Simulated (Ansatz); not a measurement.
Runs of Ansatz 0.2.0 on CoO. The structure is cubic, space group Fm-3m (No. 225). Conventional cell: a = 4.263 Å, b = 4.263 Å, c = 4.263 Å, α = 90.00°, β = 90.00°, γ = 90.00°. Co (site symmetry m-3m) has 6 O at 2.13 Å as nearest neighbours. Around O (site symmetry m-3m) lie 6 Co at 2.13 Å. 

```tsv
task	level	cell	cutoff (eV)	smearing	pressure (GPa)	moment (μB)	relaxed volume (Å³/atom)
band structure	LDA	as given	359	fermi-dirac 0.05 eV	(a)	2.88	-
relaxation of cell and atoms	PBE+D3(BJ)	relaxed	-	fermi-dirac 0.05 eV	0.0	2.91	9.63
relaxation of cell and atoms	PBEsol	relaxed	-	fermi-dirac 0.05 eV	0.0	2.80	9.07
band structure	PBE	as given	360	fermi-dirac 0.05 eV	-1.9	(b)	-
single point	PBE	as given	360	gaussian 0.011 eV	-1.6	2.98	-
```

Alike in all rows: potentials or basis all-electron LAPW, scalar-relativistic; spin collinear, ferromagnetic start; k mesh 11 × 11 × 11; basis error allowed 0.001 eV/atom.

Question: Estimate the missing entries.

Answer: (a) -19.3; (b) 2.93.

Caveats: a cell with one magnetic atom can't hold antiferromagnetic order, which such compounds often take.

Not every run made on this cell is shown here.
